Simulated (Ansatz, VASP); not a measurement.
InP in VASP and in Ansatz

```
In P
1.0
     0.00000    2.78070    2.95379
     2.78070    0.00000    2.95379
     2.78070    2.78070    0.00000
In P
1 1
Cartesian
  0.0000 0.0000 0.0000
  1.3903 1.3903 1.4769
```

Change from the starting cell: biaxial_xy strain -5.9%.

Alike in both runs: task single point; functional PBE; k mesh 8 × 8 × 8; occupations fermi-dirac, width 0.02 eV; no spin polarisation.

|  | VASP | Ansatz |
| --- | --- | --- |
| version | VASP 6.6.1 | Ansatz 0.2.0 |
| potentials or method | VASP PAW PBE potentials, release 64 (In_d, P) | plane waves, PAW |
| plane-wave cutoff (eV) | 520 | 420 |
| valence electrons in the cell | 18 | 18 |

Ansatz gave:

```
gap on the k mesh at the Fermi level (eV)       : 1.11
pressure (GPa)                                  : 12.1
largest component of the traceless stress (GPa) : 1.62
```

**Question.** Estimate VASP's values.

**Answer.** gap on the k mesh at the Fermi level (eV): 1.11; pressure (GPa): 12.0; largest component of the traceless stress (GPa): 1.62.

With one functional, cell and mesh, what is left measures potentials, basis and numerics.

Caveats: spin-orbit coupling is left out, which moves the levels of the heavy elements. A k mesh can miss the band edges.
